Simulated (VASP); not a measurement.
Given:

```
AlSb
1.0
    0.00000     3.07000     3.07000
    3.07000     0.00000     3.07000
    3.07000     3.07000     0.00000
Al Sb
1 1
Direct
  0.00000   0.00000   0.00000
  0.25000   0.25000   0.25000
```

The numbers are results of G0W0 on PBE orbitals, VASP's PBE PAW potentials (set 64) (plane waves; VASP), not measurements. Numerical set-up: PREC = Normal, 350 eV cut-off, 4×4×4 Γ-centred mesh, Gaussian smearing of 0.010 eV, potentials Al_GW Sb_d_GW.

The mesh is coarse and the basis finite, so the quasiparticle values are not converged.

NBANDS = 100, ENCUTGW = 150 eV, NOMEGA = 64. The PBE levels (eV) that the step starts from are:

```tsv
state	KS energy	filling
k1 (0.00, 0.00, 0.00), band 6	-7.27	2
k1 (0.00, 0.00, 0.00), band 7	3.45	2
k1 (0.00, 0.00, 0.00), band 8	3.45	2
k1 (0.00, 0.00, 0.00), band 9	3.45	2
k1 (0.00, 0.00, 0.00), band 10	5.04	0
k1 (0.00, 0.00, 0.00), band 11	6.55	0
k1 (0.00, 0.00, 0.00), band 12	6.55	0
k1 (0.00, 0.00, 0.00), band 13	6.55	0
k2 (0.25, 0.00, 0.00), band 6	-6.73	2
k2 (0.25, 0.00, 0.00), band 7	0.13	2
k2 (0.25, 0.00, 0.00), band 8	2.91	2
k2 (0.25, 0.00, 0.00), band 9	2.91	2
k2 (0.25, 0.00, 0.00), band 10	5.22	0
k2 (0.25, 0.00, 0.00), band 11	7.24	0
k2 (0.25, 0.00, 0.00), band 12	7.24	0
k2 (0.25, 0.00, 0.00), band 13	9.07	0
k7 (0.50, 0.50, 0.00), band 6	-5.28	2
k7 (0.50, 0.50, 0.00), band 7	-2.07	2
k7 (0.50, 0.50, 0.00), band 8	1.25	2
k7 (0.50, 0.50, 0.00), band 9	1.25	2
k7 (0.50, 0.50, 0.00), band 10	4.66	0
k7 (0.50, 0.50, 0.00), band 11	4.89	0
k7 (0.50, 0.50, 0.00), band 12	12.20	0
k7 (0.50, 0.50, 0.00), band 13	12.20	0
```

### Question
Give the quasiparticle energies and renormalisation factors Z.

### Answer

| state | QP energy (eV) | Z |
|---|---|---|
| k1 (0.00, 0.00, 0.00), band 6 | -7.74 | 0.66 |
| k1 (0.00, 0.00, 0.00), band 7 | 3.05 | 0.76 |
| k1 (0.00, 0.00, 0.00), band 8 | 3.05 | 0.76 |
| k1 (0.00, 0.00, 0.00), band 9 | 3.05 | 0.76 |
| k1 (0.00, 0.00, 0.00), band 10 | 5.40 | 0.76 |
| k1 (0.00, 0.00, 0.00), band 11 | 6.73 | 0.75 |
| k1 (0.00, 0.00, 0.00), band 12 | 6.73 | 0.75 |
| k1 (0.00, 0.00, 0.00), band 13 | 6.73 | 0.75 |
| k2 (0.25, 0.00, 0.00), band 6 | -7.18 | 0.68 |
| k2 (0.25, 0.00, 0.00), band 7 | -0.34 | 0.73 |
| k2 (0.25, 0.00, 0.00), band 8 | 2.48 | 0.76 |
| k2 (0.25, 0.00, 0.00), band 9 | 2.48 | 0.76 |
| k2 (0.25, 0.00, 0.00), band 10 | 5.43 | 0.76 |
| k2 (0.25, 0.00, 0.00), band 11 | 7.42 | 0.75 |
| k2 (0.25, 0.00, 0.00), band 12 | 7.42 | 0.75 |
| k2 (0.25, 0.00, 0.00), band 13 | 9.29 | 0.74 |
| k7 (0.50, 0.50, 0.00), band 6 | -5.69 | 0.70 |
| k7 (0.50, 0.50, 0.00), band 7 | -2.56 | 0.70 |
| k7 (0.50, 0.50, 0.00), band 8 | 0.73 | 0.74 |
| k7 (0.50, 0.50, 0.00), band 9 | 0.73 | 0.74 |
| k7 (0.50, 0.50, 0.00), band 10 | 4.64 | 0.77 |
| k7 (0.50, 0.50, 0.00), band 11 | 4.94 | 0.77 |
| k7 (0.50, 0.50, 0.00), band 12 | 12.41 | 0.72 |
| k7 (0.50, 0.50, 0.00), band 13 | 12.41 | 0.72 |
On the mesh the gap opens from 1.21 to 1.60 eV.

The compound is AlSb in the zinc blende structure. The cell was not relaxed at this level. The k-mesh is coarse (spacing up to 0.44 per Å, 2π included), so the numbers may not be converged in it.
